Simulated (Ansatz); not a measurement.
**Ti: zone-centre modes under pressure**

Ti, P6_3/mmc, a = 2.941 Å, c = 4.664 Å. Ansatz: PBE, PAW, 420 eV, Γ-centred 18×18×10 mesh on 2 atoms, Fermi-Dirac smearing 0.15 eV; no spin polarisation. Cell and atoms are relaxed at each pressure with the symmetry kept; optical modes at Γ by linear response, in cm⁻¹, matched by rank (the highest 2 distinct ones).

| P (GPa) | V (Å³/atom) | ω1 | ω2 |
| --- | --- | --- | --- |
| 0 | 17.463 | 114.5 | 196.0 |
| 5 | 16.738 | 112.9 | 220.2 |
| 11 | 16.021 | 109.4 | 245.2 |
| 22 | 14.980 | ? | ? |

Task: Get each mode's Grüneisen parameter γ = −d ln ω/d ln V from the other rows and predict the missing frequencies.

Result: ln(V/V0) = 0.0000, -0.0424, -0.0862, -0.1534; a line through ln(ω/ω0) of the 3 known rows gives ω1: γ = -0.530 (intercept 0.0028), predicted 105.9, computed 99.2; ω2: γ = 2.597 (intercept 0.0021), predicted 292.5, computed 283.2. The worst miss is 6.7 %: γ isn't constant over this range, and modes matched by rank may have crossed. In a metal these frequencies hang on the mesh and smearing.

Cost: 4 runs of about 4 core-minutes in all, on Intel Xeon Platinum 8375C (Ice Lake) (shared hosts).